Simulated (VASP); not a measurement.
# Hf (Im-3m) in VASP: a series of runs

One crystal, Hf, is run at these levels: PBE; tasks: single point, relaxation of cell and atoms.

Program: VASP 6.6.1. These are calculated values, not measurements. Logs are shortened: lines on timing, memory, paths and dates and some standing lists are left out, and cuts for length are marked.

### Step 1. The crystal as given

It takes space group Im-3m (No. 229, cubic). The conventional cell has a = 3.545 Å, b = 3.545 Å, c = 3.545 Å, α = 90.00°, β = 90.00°, γ = 90.00°. Around Hf (site symmetry m-3m) lie 8 Hf at 3.07 Å.

This isn't the form of Hf at room conditions, which is hcp.

### Step 2. Single point, PBE

File INCAR:

```
SYSTEM = Hf
PREC     = Accurate       ! precision mode
ENCUT    = 520            ! plane-wave cutoff, eV
EDIFF    = 1E-6           ! SCF threshold, eV
ISMEAR   = 0              ! smearing method
SIGMA    = 0.1            ! smearing width, eV
LREAL    = .False.        ! projectors in reciprocal space
LASPH    = .True.         ! aspherical terms in the spheres
NELM     = 100            ! most SCF steps
ALGO     = Normal         ! electronic algorithm
ISIF     = 2              ! what is computed and relaxed
LWAVE    = .False.        ! write WAVECAR
LCHARG   = .False.        ! write CHGCAR
GGA      = PE             ! functional
NBANDS   = 11             ! bands
```

File KPOINTS:

```
regular mesh
0
Gamma
  16 16 16
  0 0 0
```

File POSCAR:

```
Hf
1.0
   -1.7723126184      1.7723126184      1.7723126184
    1.7723126184     -1.7723126184      1.7723126184
    1.7723126184      1.7723126184     -1.7723126184
Hf
1
Direct
    0.0000000000      0.0000000000      0.0000000000
```

Potentials or basis: VASP PAW PBE potentials, release 64 (Hf_pv).

On the command line:

```sh
$ cat potpaw_PBE.64/Hf_pv/POTCAR > POTCAR
$ mpirun -np 1 vasp_std > vasp.out
```

OUTCAR:

```text
SYSTEM = Hf
   PREC = Accurate
   ENCUT = 520
   EDIFF = 1E-6
   ISMEAR = 0
   LREAL = .False.
   LASPH = .True.
   NELM = 100
   ISIF = 2
   GGA = PE

 ion  position               nearest neighbor table
   1  0.000  0.000  0.000-

  LATTYP: Found a body centered cubic cell.
 ALAT       =     3.5446252368

  Lattice vectors:

 A1 = (  -1.7723126184,   1.7723126184,   1.7723126184)
 A2 = (   1.7723126184,  -1.7723126184,   1.7723126184)
 A3 = (   1.7723126184,   1.7723126184,  -1.7723126184)

Analysis of symmetry for initial positions (statically):
=====================================================================
 Subroutine PRICEL returns:
 Original cell was already a primitive cell.

 Routine SETGRP: Setting up the symmetry group for a
 body centered cubic supercell.

 Subroutine GETGRP returns: Found 48 space group operations
 (whereof 48 operations were pure point group operations)
 out of a pool of 48 trial point group operations.

The static configuration has the point symmetry O_h .

Analysis of symmetry for dynamics (positions and initial velocities):
=====================================================================
 Subroutine PRICEL returns:
 Original cell was already a primitive cell.

 Routine SETGRP: Setting up the symmetry group for a
 body centered cubic supercell.

 Subroutine GETGRP returns: Found 48 space group operations
 (whereof 48 operations were pure point group operations)
 out of a pool of 48 trial point group operations.

The dynamic configuration has the point symmetry O_h .

 Subroutine INISYM returns: Found 48 space group operations
 (whereof 48 operations are pure point group operations),
 and found     1 'primitive' translations

----------------------------------------------------------------------------------------

                                     Primitive cell

  volume of cell :      22.2680

  direct lattice vectors                    reciprocal lattice vectors
    -1.772312618  1.772312618  1.772312618     0.000000000  0.282117271  0.282117271
     1.772312618 -1.772312618  1.772312618     0.282117271  0.000000000  0.282117271
     1.772312618  1.772312618 -1.772312618     0.282117271  0.282117271  0.000000000

  length of vectors
     3.069735502  3.069735502  3.069735502     0.398974071  0.398974071  0.398974071

  position of ions in fractional coordinates (direct lattice)
     0.000000000  0.000000000  0.000000000

[... 74 lines left out ...]
   NELM   =    100;   NELMIN=  2; NELMDL= -5     # of ELM steps
   EDIFF  = 0.1E-05   stopping-criterion for ELM
[... 8 lines left out ...]
   TEBEG  =    0.0;   TEEND  =   0.0 temperature during run
   PSTRESS=    0.0 pullay stress
   NELECT =      10.0000    total number of electrons
   NUPDOWN=      -1.0000    fix difference up-down
   EMIN   =  10.00;   EMAX   =-10.00  energy-range for DOS
   EFERMI =   0.00;   METHOD = LEGACY
   ISMEAR =     0;   SIGMA  =   0.10  broadening in eV -4-tet -1-fermi 0-gaus
   EFERMI_NEDOS =   21; number of points for ismear=-14 and -15
   IALGO  =     38    algorithm
   IMIX   =      4    mixing-type and parameters
     AMIX     =   0.40;   BMIX     =  1.00
     AMIX_MAG =   1.60;   BMIX_MAG =  1.00
  volume/ion in A,a.u.               =      22.27       150.27
  Fermi-wavevector in a.u.,A,eV,Ry     =   1.253664  2.369082 21.383917  1.571674
  Thomas-Fermi vector in A             =   2.387506
   LORBIT       =      0    0 simple, 1 ext, 2 COOP (PROOUT), +10 PAW based schemes
   GGA     = PE    functional components
   LHFCALC =     F    Hartree Fock is set to
   AEXX    =    0.0000 exact exchange contribution
   IVDW    =     0    specifies the selected vdW correction
   LEPSILON=     F    determine dielectric tensor
   LRPA    =     F    only Hartree local field effects (RPA)
 non-spin polarized calculation
 Gauss-broadening in eV      SIGMA  =   0.10
  energy-cutoff  :      520.00
  volume of cell :       22.27
 maximum number of plane-waves:       616
   NGX = 11   NGY = 11   NGZ = 11

 number of electron      10.0000001 magnetization

 Free energy of the ion-electron system (eV)
  ---------------------------------------------------
  ext. energy  EPLUGINS =         0.00000000
  ---------------------------------------------------
  free energy    TOTEN  =        -9.74910980 eV

  energy without entropy =       -9.74164588  energy(sigma->0) =       -9.74537784

 E-fermi :   4.6038     XC(G=0): -11.3040

 val. band max:        4.5918851155   @ k =   0.2500   0.2500   0.0000
 cond. band min:       4.6250872217   @ k =   0.3125   0.0000   0.0000
 fundamental gap:      0.0332021062
 Fermi energy:         4.6038066275

 k-point     1 :       0.0000    0.0000    0.0000
  band No.  band energies     occupation
      1     -25.2067      2.00000
      2     -25.2067      2.00000
      3     -25.2067      2.00000
      4      -2.4448      2.00000
      5       6.1415      0.00000
      6       6.1415      0.00000
      7       6.1415      0.00000
      8       8.9347      0.00000
      9       8.9347      0.00000
     10      17.9141      0.00000
     11      17.9141      0.00000
[... 309 lines left out ...]
 k-point    24 :       0.2500    0.1875    0.0000
  band No.  band energies     occupation
      1     -25.8591      2.00000
      2     -25.4760      2.00000
      3     -25.2776      2.00000
      4       1.4400      2.00000
      5       4.1473      2.00000
      6       4.6495      0.51843
      7       8.3514      0.00000
      8       9.6632      0.00000
      9      11.0950      0.00000
     10      15.6576      0.00000
     11      17.8991      0.00000

 [... further k-points ...]

------------------------ aborting loop because EDIFF is reached ----------------------------------------

  FORCE on cell =-STRESS in cart. coord.  units (eV):
  Direction    XX          YY          ZZ          XY          YZ          ZX
  --------------------------------------------------------------------------------------
  -------------------------------------------------------------------------------------
  Total       -0.0476583     -0.0476583     -0.0476583      0.0000000      0.0000000      0.0000000
  in kB       -3.4290058     -3.4290058     -3.4290058      0.0000000      0.0000000      0.0000000
  external PRESSURE =      -3.4290058 kB  Pullay stress =       0.0000000 kB

 VOLUME and BASIS-vectors are now :
 -----------------------------------------------------------------------------
  energy-cutoff  :      520.00
  volume of cell :       22.27
      direct lattice vectors                 reciprocal lattice vectors
    -1.772312618  1.772312618  1.772312618     0.000000000  0.282117271  0.282117271
     1.772312618 -1.772312618  1.772312618     0.282117271  0.000000000  0.282117271
     1.772312618  1.772312618 -1.772312618     0.282117271  0.282117271  0.000000000

 POSITION                                       TOTAL-FORCE (eV/Angst)
 -----------------------------------------------------------------------------------
      0.00000      0.00000      0.00000         0.000000     -0.000000      0.000000
 -----------------------------------------------------------------------------------
    total drift:                               -0.000000      0.000000      0.000000

  FREE ENERGIE OF THE ION-ELECTRON SYSTEM (eV)
  ---------------------------------------------------
  free  energy   TOTEN  =        -9.7491097986 eV

  energy  without entropy=       -9.7416458782  energy(sigma->0) =       -9.74537784
```

stdout:

```text
POSCAR found type information on POSCAR Hf
 POSCAR found :  1 types and       1 ions
 scaLAPACK will be used
 LDA part: xc-table for (Slater+PW92), standard interpolation
 POSCAR, INCAR and KPOINTS ok, starting setup
 FFT: planning ... GRIDC
 FFT: planning ... GRID_SOFT
 FFT: planning ... GRID
 WAVECAR not read
 entering main loop
```

It took 12 s on 1 thread of Intel Xeon Platinum 8488C (Sapphire Rapids), shared host; peak memory 0.16 GiB.

Results:

| Property | Result |
| --- | --- |
| Free energy | -9.7491 eV |
| Pressure | -0.3 GPa |
| Band gap on the k mesh | none (metal or under the smearing width) |

### Step 3. Relaxation of cell and atoms, PBE

This run uses another cell than the first one, of 23.52 Å³/atom, 1.056 times its volume.

File INCAR:

```
PREC = Accurate
ENCUT = 600
EDIFF = 1E-7
ISMEAR = 0
SIGMA = 0.1
LREAL = False
LASPH = True
NELM = 100
ALGO = Normal
ISIF = 3
LWAVE = False
LCHARG = False
GGA = PE
IBRION = 2
NSW = 100
EDIFFG = -0.005
```

File KPOINTS:

```
Automatic mesh
0
Gamma
  16 16 16
```

File POSCAR:

```
Hf
1.0
   -1.8050000000      1.8050000000      1.8050000000
    1.8050000000     -1.8050000000      1.8050000000
    1.8050000000      1.8050000000     -1.8050000000
Hf
1
Direct
    0.0000000000      0.0000000000      0.0000000000
```

Potentials or basis: VASP PAW PBE potentials, release 64 (Hf_pv).

On the command line:

```sh
$ cat potpaw_PBE.64/Hf_pv/POTCAR > POTCAR
$ mpirun -np 1 vasp_std > vasp.out
```

OUTCAR:

```text
PREC = Accurate
   ENCUT = 600
   EDIFF = 1E-7
   ISMEAR = 0
   LREAL = False
   LASPH = True
   NELM = 100
   ISIF = 3
   GGA = PE
   IBRION = 2
   NSW = 100
   EDIFFG = -0.005

 ion  position               nearest neighbor table
   1  0.000  0.000  0.000-

  LATTYP: Found a body centered cubic cell.
 ALAT       =     3.6100000000

  Lattice vectors:

 A1 = (  -1.8050000000,   1.8050000000,   1.8050000000)
 A2 = (   1.8050000000,  -1.8050000000,   1.8050000000)
 A3 = (   1.8050000000,   1.8050000000,  -1.8050000000)

Analysis of symmetry for initial positions (statically):
=====================================================================
 Subroutine PRICEL returns:
 Original cell was already a primitive cell.
[... 363 lines left out ...]
 fundamental gap:      0.0271136939
 Fermi energy:         4.6266399980

 k-point     1 :       0.0000    0.0000    0.0000
  band No.  band energies     occupation
      1     -25.1706      2.00000
      2     -25.1706      2.00000
      3     -25.1706      2.00000
      4      -2.4331      2.00000
      5       6.1669      0.00000
      6       6.1669      0.00000
      7       6.1669      0.00000
      8       8.9700      0.00000
      9       8.9700      0.00000
[... 265 lines left out ...]
 k-point    24 :       0.2500    0.1875    0.0000
  band No.  band energies     occupation
      1     -25.8305      2.00000
      2     -25.4429      2.00000
      3     -25.2423      2.00000
      4       1.4604      2.00000
      5       4.1662      2.00000
      6       4.6713      0.52770
      7       8.3847      0.00000
      8       9.7039      0.00000
      9      11.1422      0.00000

 [... further k-points ...]

------------------------ aborting loop because EDIFF is reached ----------------------------------------

  FORCE on cell =-STRESS in cart. coord.  units (eV):
  Direction    XX          YY          ZZ          XY          YZ          ZX
  --------------------------------------------------------------------------------------
  -------------------------------------------------------------------------------------
  Total        0.0007016      0.0007016      0.0007016     -0.0000000      0.0000000     -0.0000000
  in kB        0.0506524      0.0506524      0.0506524     -0.0000000      0.0000000     -0.0000000
  external PRESSURE =       0.0506524 kB  Pullay stress =       0.0000000 kB
[... 16 lines left out ...]
  FREE ENERGIE OF THE ION-ELECTRON SYSTEM (eV)
  ---------------------------------------------------
  free  energy   TOTEN  =        -9.7494787134 eV

  energy  without entropy=       -9.7420838307  energy(sigma->0) =       -9.74578127

 reached required accuracy - stopping structural energy minimisation
```

Run time: 68 s. Hardware: 1 thread of Intel Xeon Platinum 8488C (Sapphire Rapids), shared host; peak memory 0.2 GiB.

What came out:

```yaml
Free_energy: -9.7495 eV
Relaxed_volume: 22.19 Å³/atom
Relaxed_cell: a = 3.066 Å, b = 3.066 Å, c = 3.066 Å, α = 109.47°, β = 109.47°, γ = 109.47°
Space_group_after_relaxing_to_0.05_Å: Im-3m (No. 229)
Energy_gained_by_relaxing: 23.4 meV/atom
Ionic_steps: 6
Pressure_after_relaxing: 0.0 GPa
Band_gap_on_the_k_mesh: none (metal or under the smearing width)
```

The path:
```
step  energy change (eV)  largest force (eV/Å)  pressure (GPa)  volume (Å³)
   1              0.0000                0.0000           -5.39        23.52
   2              0.0017                0.0000            6.64        20.93
   3             -0.0234                0.0000           -0.06        22.21
   4             -0.0234                0.0000            0.06        22.18
   5             -0.0234                0.0000           -0.05        22.21
   6             -0.0234                0.0000            0.01        22.19
```

Final structure:
```
Hf
1.0
    -1.77031    1.77031    1.77031
     1.77031   -1.77031    1.77031
     1.77031    1.77031   -1.77031
Hf
1
Direct
  0.00000 0.00000 0.00000
```

Levels at points of the mesh, in eV from the Fermi level:
| k point | band 3 | band 4 | band 5 | band 6 | band 7 | band 8 |
| --- | --- | --- | --- | --- | --- | --- |
| (0.00, 0.00, 0.00) | -29.80 | -7.06 | 1.54 | 1.54 | 1.54 | 4.34 |
| (0.50, 0.00, 0.00) | -29.80 | -3.39 | -0.50 | 1.10 | 4.18 | 5.19 |
| (0.50, 0.50, 0.50) | -30.39 | -2.60 | -2.60 | 6.84 | 6.84 | 6.84 |

(Continued in part 2 of 2.)
